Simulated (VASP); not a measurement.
A run of VASP 6.6.1:

File INCAR:

```
SYSTEM = ZnSe
  ALGO = Normal
  EDIFF = 1E-7
  EDIFFG = -0.005
  ENCUT = 600
  GGA = PE
  IBRION = 2
  ISIF = 3
  ISMEAR = 0
  LASPH = .True.
  LCHARG = .False.
  LREAL = .False.
  LWAVE = .False.
  NELM = 80
  NSW = 90
  PREC = Accurate
  SIGMA = 0.03
```

The input KPOINTS:

```
k-points
0
Gamma
  8 8 8
  0 0 0
```

POSCAR

```
ZnSe                                    
1.0
   -0.0000000000      2.8709969153      2.8709969153
    2.8709969153      0.0000000000      2.8709969153
    2.8709969153      2.8709969153     -0.0000000000
  Zn              Se            
     1     1
Direct
     1.0000000000000000    0.0000000000000000    0.0000000000000000
     0.2500000000000000    0.2500000000000000    0.2500000000000000
```

Potentials or basis: VASP PAW PBE potentials, release 64 (Zn, Se).

Run with:

```sh
$ cat potpaw_PBE.64/Zn/POTCAR potpaw_PBE.64/Se/POTCAR > POTCAR
$ mpirun -np 1 vasp_std > vasp.out
```

Hardware: 1 thread of Intel(R) Xeon(R) Platinum 8259CL CPU @ 2.50GHz (Skylake/Cascade Lake) (shared host).

Problem. How long does it take, and how much memory?

Solution. Wall time 23 s on 1 thread of Intel(R) Xeon(R) Platinum 8259CL CPU @ 2.50GHz (Skylake/Cascade Lake), with other jobs on the host, peak memory 0.19 GiB. Counts: scf iterations 19, k points 29, ion steps 2.
